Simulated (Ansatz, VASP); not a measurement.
# K: VASP beside Ansatz

```
CELL_PARAMETERS angstrom
-2.52419 2.52419 2.52419
2.52419 -2.52419 2.52419
2.52419 2.52419 -2.52419
ATOMIC_POSITIONS crystal
K 0.00000 0.00000 0.00000
```

Alike in both runs: task single point; functional LDA; k mesh 9 × 9 × 9; no spin polarisation.

|  | VASP | Ansatz |
| --- | --- | --- |
| version | VASP 6.6.1 | Ansatz 0.2.0 |
| potentials or method | VASP PAW LDA potentials, release 64 (K_sv) | plane waves (420 eV) with PAW, scalar-relativistic |
| plane-wave cutoff (eV) | 520 | 420 |
| occupations | methfessel-paxton of order 1, width 0.6 eV | cold, width 0.6 eV |
| valence electrons in the cell | 9 | 9 |

```csv
,VASP,Ansatz,Ansatz less VASP
pressure (GPa),0.0,0.0,+0.02
```

Ansatz warned: «pseudo_functional_mismatch».
